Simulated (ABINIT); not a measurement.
# HfO2 (Fm-3m) in ABINIT: a series of runs

Runs on HfO2. Level: PBEsol. Tasks: single point.

Program: ABINIT 10.8.3 (patched build). These are calculated values, not measurements. Logs are shortened: lines on timing, memory, paths and dates and some standing lists are left out, and cuts for length are marked. The log counts tension as positive stress, the text compression.

## (1) The structure

Symmetry: Fm-3m, No. 225, cubic system. The conventional cell has a = 5.115 Å, b = 5.115 Å, c = 5.115 Å, α = 90.00°, β = 90.00°, γ = 90.00°. Around Hf (site symmetry m-3m) lie 8 O at 2.21 Å. O (site symmetry -43m) has 4 Hf at 2.21 Å as nearest neighbours.

Measurements of this composition are mostly on another form, of space group No. 14.

## (2) Single point, PBEsol

Input file run.abi:

```
# Pseudopotentials
pp_dirpath "./"
pseudos "Hf.GGA_PBE-JTH.xml, O.GGA_PBE-JTH.xml"

# Structure
acell 3*1.0 Angstrom
rprim
     0.0000000000     2.5575000000     2.5575000000
     2.5575000000     0.0000000000     2.5575000000
     2.5575000000     2.5575000000     0.0000000000
ntypat 2
znucl 72 8
natom 3
typat 1 2 2
xcart
     0.0000000000     0.0000000000     0.0000000000
     3.8362500000     3.8362500000     3.8362500000
     1.2787500000     1.2787500000     1.2787500000 Angstrom

# Plane-wave basis
ecut 625.861884 eV
pawecutdg 45.0

# k points
kptopt 1
ngkpt 12 12 12
nshiftk 1
shiftk 0.0 0.0 0.0

# Exchange and correlation
ixc -116133

# Bands and occupations
nband 16
occopt 3
tsmear 0.00183747

# SCF cycle
nstep 100
tolvrs 1.0e-9

# Output
iomode 3
prtwf 0
prtden 0
prteig 0
prtebands 0
```

Potentials or basis: JTH PAW PBE v2.0.

Command:

```console
> abinit run.abi > log 2>&1
```

run.abo:

```text
.Version 10.8.3 of ABINIT
 Symmetries : space group Fm -3 m (#225); Bravais cF (face-center cubic)
================================================================================
 Values of the parameters that define the memory need of the present run
     intxc =       0    ionmov =       0      iscf =      17    lmnmax =      18
     lnmax =       6     mgfft =      30  mpssoang =       3    mqgrid =    3001
     natom =       3  nloc_mem =       2    nspden =       1   nspinor =       1
    nsppol =       1      nsym =      48    n1xccc =       1    ntypat =       2
    occopt =       3   xclevel =       2
       mpw =        1219          nfft =       27000          nkpt =          72
 PAW method is used; the additional fine FFT grid is defined by:
   mgfftf=        45    nfftf =     91125
================================================================================
================================================================================

--------------------------------------------------------------------------------
------------- Echo of variables that govern the present computation ------------
--------------------------------------------------------------------------------
 -outvars: echo values of preprocessed input variables --------
            acell      1.8897261259E+00  1.8897261259E+00  1.8897261259E+00 Bohr
              amu      1.78490000E+02  1.59994000E+01
             ecut      2.30000000E+01 Hartree
                       outvar_i_n : Printing only first  50 k-points.
              ixc     -116133
                       outvar_i_n : Printing only first  50 k-points.
         kptrlatt       12    0    0      0   12    0      0    0   12
          kptrlen      8.20182982E+01
            natom           3
            nband          16
            ngfft          30      30      30
          ngfftdg          45      45      45
             nkpt          72
            nstep         100
             nsym          48
           ntypat           2
                       prtocc : prtvol=0, do not print more k-points.
           occopt           3
        pawecutdg      4.50000000E+01 Hartree
         pawxcdev           0
           prtden           0
        prtebands           0
           prteig           0
            prtwf           0
            rprim      0.0000000000E+00  2.5575000000E+00  2.5575000000E+00
                       2.5575000000E+00  0.0000000000E+00  2.5575000000E+00
                       2.5575000000E+00  2.5575000000E+00  0.0000000000E+00
          spgroup         225
           tolvrs      1.00000000E-09
           tsmear      1.83747000E-03 Hartree
            typat      1  2  2
           useylm           1
                       outvars : Printing only first  50 k-points.
           xangst      0.0000000000E+00  0.0000000000E+00  0.0000000000E+00
                       3.8362500000E+00  3.8362500000E+00  3.8362500000E+00
                       1.2787500000E+00  1.2787500000E+00  1.2787500000E+00
            xcart      0.0000000000E+00  0.0000000000E+00  0.0000000000E+00
                       7.2494618505E+00  7.2494618505E+00  7.2494618505E+00
                       2.4164872835E+00  2.4164872835E+00  2.4164872835E+00
             xred      0.0000000000E+00  0.0000000000E+00  0.0000000000E+00
                       7.5000000000E-01  7.5000000000E-01  7.5000000000E-01
                       2.5000000000E-01  2.5000000000E-01  2.5000000000E-01
            znucl       72.00000    8.00000

================================================================================

 chkinp: Checking input parameters for consistency.

================================================================================
== DATASET  1 ==================================================================

--- !DatasetInfo
iteration_state: {dtset: 1, }
dimensions: {natom: 3, nkpt: 72, mband: 16, nsppol: 1, nspinor: 1, nspden: 1, mpw: 1219, }
cutoff_energies: {ecut:  23.0, pawecutdg:  45.0, }
electrons: {nelect:   2.40000000E+01, charge:   0.00000000E+00, occopt:   3.00000000E+00, tsmear:   1.83747000E-03, }
meta: {optdriver: 0, ionmov: 0, optcell: 0, iscf: 17, paral_kgb: 0, }
...

 Real(R)+Recip(G) space primitive vectors, cartesian coordinates (Bohr,Bohr^-1):
 R(1)=  0.0000000  4.8329746  4.8329746  G(1)= -0.1034560  0.1034560  0.1034560
 R(2)=  4.8329746  0.0000000  4.8329746  G(2)=  0.1034560 -0.1034560  0.1034560
 R(3)=  4.8329746  4.8329746  0.0000000  G(3)=  0.1034560  0.1034560 -0.1034560
 Unit cell volume ucvol=  2.2577379E+02 bohr^3
 Angles (23,13,12)=  6.00000000E+01  6.00000000E+01  6.00000000E+01 degrees

 Coarse grid specifications (used for wave-functions):

 getcut: wavevector=  0.0000  0.0000  0.0000  ngfft=  30  30  30
         ecut(hartree)=     23.000   => boxcut(ratio)=   2.03538

 Fine grid specifications (used for densities):

 getcut: wavevector=  0.0000  0.0000  0.0000  ngfft=  45  45  45
         ecut(hartree)=     45.000   => boxcut(ratio)=   2.13183

--- Pseudopotential description ------------------------------------------------
- pspini: atom type   1  psp file is ./Hf.GGA_PBE-JTH.xml
 Pseudopotential format is: paw10
 basis_size (lnmax)=  6 (lmn_size= 18), orbitals=   0   0   1   1   2   2
 Spheres core radius: rc_sph= 2.41119446
 Shapefunction is SIN type: shapef(r)=[sin(pi*r/rshp)/(pi*r/rshp)]**2
 Radius for shape functions =  2.41119446
 Compensation charge density is not taken into account in XC energy/potential

- pspini: atom type   2  psp file is ./O.GGA_PBE-JTH.xml
 Pseudopotential format is: paw10
 basis_size (lnmax)=  4 (lmn_size=  8), orbitals=   0   0   1   1
 Spheres core radius: rc_sph= 1.41465230
 Shapefunction is SIN type: shapef(r)=[sin(pi*r/rshp)/(pi*r/rshp)]**2
 Radius for shape functions =  1.20231231
 Compensation charge density is not taken into account in XC energy/potential

   2.44829958E+03                                ecore*ucvol(ha*bohr**3)
--------------------------------------------------------------------------------

================================================================================

--- !BeginCycle
iteration_state: {dtset: 1, }
solver: {iscf: 17, nstep: 100, nline: 4, wfoptalg: 10, }
tolerances: {tolvrs: 1.00E-09, }
...

     iter   Etot(hartree)      deltaE(h)  residm     nres2
 ETOT  1  -81.316256119140    -8.132E+01 3.175E+00 2.965E+01
 ETOT  2  -82.521669506172    -1.205E+00 1.578E-01 6.445E+00
 ETOT  3  -82.513434186614     8.235E-03 2.031E-02 1.732E+00
 ETOT  4  -82.512036217620     1.398E-03 5.628E-03 9.282E-02
 ETOT  5  -82.512202113057    -1.659E-04 5.483E-03 2.010E-02
 ETOT  6  -82.512221678605    -1.957E-05 2.392E-03 1.197E-02
 ETOT  7  -82.512200553918     2.112E-05 2.808E-03 7.407E-04
 ETOT  8  -82.512202562938    -2.009E-06 2.339E-03 2.913E-04
 ETOT  9  -82.512202032245     5.307E-07 2.120E-03 2.239E-05
 ETOT 10  -82.512202105707    -7.346E-08 2.325E-03 6.624E-06
 ETOT 11  -82.512202104073     1.634E-09 1.857E-03 4.296E-07
 ETOT 12  -82.512202103870     2.024E-10 1.875E-03 1.338E-07
 ETOT 13  -82.512202103733     1.375E-10 1.095E-03 1.705E-08
 ETOT 14  -82.512202103714     1.863E-11 1.209E-03 8.164E-10

 At SCF step   14       nres2   =  8.16E-10 < tolvrs=  1.00E-09 =>converged.

 Cartesian components of stress tensor (hartree/bohr^3)
  sigma(1 1)=  4.43666382E-04  sigma(3 2)=  0.00000000E+00
  sigma(2 2)=  4.43666382E-04  sigma(3 1)=  0.00000000E+00
  sigma(3 3)=  4.43666382E-04  sigma(2 1)=  0.00000000E+00

--- !ResultsGS
iteration_state: {dtset: 1, }
comment   : Summary of ground state results
lattice_vectors:
- [  0.0000000,   4.8329746,   4.8329746, ]
- [  4.8329746,   0.0000000,   4.8329746, ]
- [  4.8329746,   4.8329746,   0.0000000, ]
lattice_lengths: [   6.83486,    6.83486,    6.83486, ]
lattice_angles: [ 60.000,  60.000,  60.000, ] # degrees, (23, 13, 12)
lattice_volume:   2.2577379E+02
convergence: {deltae:  1.863E-11, res2:  8.164E-10, residm:  1.209E-03, diffor: null, }
etotal    :  -8.25122021E+01
entropy   :   0.00000000E+00
fermie    :   4.10374477E-02
cartesian_stress_tensor: # hartree/bohr^3
- [  4.43666382E-04,   0.00000000E+00,   0.00000000E+00, ]
- [  0.00000000E+00,   4.43666382E-04,   0.00000000E+00, ]
- [  0.00000000E+00,   0.00000000E+00,   4.43666382E-04, ]
pressure_GPa:  -1.3053E+01
xred      :
- [  0.0000E+00,   0.0000E+00,   0.0000E+00, Hf]
- [  7.5000E-01,   7.5000E-01,   7.5000E-01,  O]
- [  2.5000E-01,   2.5000E-01,   2.5000E-01,  O]
cartesian_forces: # hartree/bohr
- [  1.45088637E-30,  -2.90177274E-31,  -8.70531823E-31, ]
- [ -7.25443186E-31,   1.01562046E-30,   4.35265912E-31, ]
- [ -7.25443186E-31,  -7.25443186E-31,   4.35265912E-31, ]
force_length_stats: {min:   1.11444697E-30, max:   1.71671191E-30, mean:   1.38432642E-30, }
...

 Integrated electronic density in atomic spheres:
 ------------------------------------------------
 Atom  Sphere_radius  Integrated_density
    1        2.41119          9.37325956
    2        1.41465          4.58702102
    3        1.41465          4.58702102

================================================================================

 ----iterations are completed or convergence reached----

 Mean square residual over all n,k,spin=   49.708E-07; max=  12.086E-04
 reduced coordinates (array xred) for    3 atoms
       0.000000000000      0.000000000000      0.000000000000
       0.750000000000      0.750000000000      0.750000000000
       0.250000000000      0.250000000000      0.250000000000
 rms dE/dt=  6.5779E-30; max dE/dt=  1.2622E-29; dE/dt below (all hartree)
    1       0.000000000000      0.000000000000      0.000000000000
    2      -0.000000000000      0.000000000000      0.000000000000
    3      -0.000000000000      0.000000000000      0.000000000000

 cartesian coordinates (angstrom) at end:
    1      0.00000000000000     0.00000000000000     0.00000000000000
    2      3.83625000000000     3.83625000000000     3.83625000000000
    3      1.27875000000000     1.27875000000000     1.27875000000000

 cartesian forces (hartree/bohr) at end:
    1      0.00000000000000    -0.00000000000000    -0.00000000000000
    2     -0.00000000000000     0.00000000000000     0.00000000000000
    3     -0.00000000000000    -0.00000000000000     0.00000000000000
 frms,max,avg= 8.1215085E-31 1.4508864E-30   0.000E+00  0.000E+00  0.000E+00 h/b

 cartesian forces (eV/Angstrom) at end:
    1      0.00000000000000    -0.00000000000000    -0.00000000000000
    2     -0.00000000000000     0.00000000000000     0.00000000000000
    3     -0.00000000000000    -0.00000000000000     0.00000000000000
 frms,max,avg= 4.1762476E-29 7.4607577E-29   0.000E+00  0.000E+00  0.000E+00 e/A
 length scales=  1.889726125908  1.889726125908  1.889726125908 bohr
              =  1.000000000000  1.000000000000  1.000000000000 angstroms
 Fermi (or HOMO) energy (hartree) =   0.04104   Average Vxc (hartree)=  -0.44072
 Eigenvalues (hartree) for nkpt=  72  k points:
 kpt#   1, nband= 16, wtk=  0.00058, kpt=  0.0000  0.0000  0.0000 (reduced coord)
  -2.25729   -1.09846   -1.09846   -1.09846   -0.68707   -0.57859   -0.19905   -0.19905
  -0.19905   -0.02871   -0.02871   -0.02871    0.13044    0.13044    0.19308    0.36481
      occupation numbers for kpt#   1
   2.00000    2.00000    2.00000    2.00000    2.00000    2.00000    2.00000    2.00000
   2.00000    2.00000    2.00000    2.00000    0.00000    0.00000    0.00000    0.00000
 prteigrs : prtvol=0 or 1, do not print more k-points.

--- !EnergyTerms
iteration_state     : {dtset: 1, }
comment             : Components of total free energy in Hartree
kinetic             :  2.04016827920463E+01
hartree             :  1.33351141452653E+01
xc                  : -1.48099770424918E+01
Ewald energy        : -6.72333630699203E+01
psp_core            :  1.08440380540515E+01
local_psp           : -2.73997223261720E+01
PAW spherical_terms : -1.76499704788885E+01
internal            : -8.25121979261096E+01
'-kT*entropy'       : -1.40939249091333E-15
total_energy        : -8.25121979261096E+01
total_energy_eV     : -2.24527128777220E+03
...

--- !EnergyTermsDC
iteration_state     : {dtset: 1, }
comment             : '"Double-counting" decomposition of free energy'
band_energy         : -1.49939973819655E+01
Ewald energy        : -6.72333630699203E+01
psp_core            :  1.08440380540515E+01
xc_dc               : -1.65290953967701E+01
PAW spherical_terms :  5.40021569089019E+00
internal            : -8.25122021037143E+01
'-kT*entropy'       : -1.40939249091333E-15
total_energy_dc     : -8.25122021037143E+01
total_energy_dc_eV  : -2.24527140145062E+03
...

--- !EnergyTermsWithPAWCore
iteration_state     : {dtset: 1, }
comment             : 'Components of total free energy, including PAW core contributions'
Total energy        : -1.52242589525460E+04
Total energy DC     : -1.52242589567236E+04
Total energy (eV)   : -4.14273190666564E+05
Total energy DC (eV): -4.14273190780242E+05
...

 Cartesian components of stress tensor (hartree/bohr^3)
  sigma(1 1)=  4.43666382E-04  sigma(3 2)=  0.00000000E+00
  sigma(2 2)=  4.43666382E-04  sigma(3 1)=  0.00000000E+00
  sigma(3 3)=  4.43666382E-04  sigma(2 1)=  0.00000000E+00

-Cartesian components of stress tensor (GPa)         [Pressure= -1.3053E+01 GPa]
- sigma(1 1)=  1.30531156E+01  sigma(3 2)=  0.00000000E+00
- sigma(2 2)=  1.30531156E+01  sigma(3 1)=  0.00000000E+00
- sigma(3 3)=  1.30531156E+01  sigma(2 1)=  0.00000000E+00

== END DATASET(S) ==============================================================
================================================================================

 -outvars: echo values of variables after computation  --------
            acell      1.8897261259E+00  1.8897261259E+00  1.8897261259E+00 Bohr
           etotal     -8.2512202104E+01
            fcart      1.4508863720E-30 -2.9017727439E-31 -8.7053182318E-31
                      -7.2544318598E-31  1.0156204604E-30  4.3526591159E-31
                      -7.2544318598E-31 -7.2544318598E-31  4.3526591159E-31
            rprim      0.0000000000E+00  2.5575000000E+00  2.5575000000E+00
                       2.5575000000E+00  0.0000000000E+00  2.5575000000E+00
                       2.5575000000E+00  2.5575000000E+00  0.0000000000E+00
           strten      4.4366638167E-04  4.4366638167E-04  4.4366638167E-04
                       0.0000000000E+00  0.0000000000E+00  0.0000000000E+00
           xangst      0.0000000000E+00  0.0000000000E+00  0.0000000000E+00
                       3.8362500000E+00  3.8362500000E+00  3.8362500000E+00
                       1.2787500000E+00  1.2787500000E+00  1.2787500000E+00
             xred      0.0000000000E+00  0.0000000000E+00  0.0000000000E+00
                       7.5000000000E-01  7.5000000000E-01  7.5000000000E-01
                       2.5000000000E-01  2.5000000000E-01  2.5000000000E-01
 Calculation completed.
```

Run time: 52 s. Hardware: 1 thread of Arm Neoverse V2, shared host; peak memory 0.16 GiB.

Results:

```yaml
Free_energy: -2245.2714 eV
Pressure: -13.1 GPa
Band_gap_on_the_k_mesh: 3.60 eV, direct
Valence_electrons_inside_the_program's_atomic_spheres: Hf 9.37; O 4.59
```

Caveat: the PAW data sets were made with another functional, which shifts forces and pressure a little; spin-orbit coupling is left out, which moves the levels of the heavy elements. A k mesh can miss the band edges.

(Continued in part 2 of 2.)
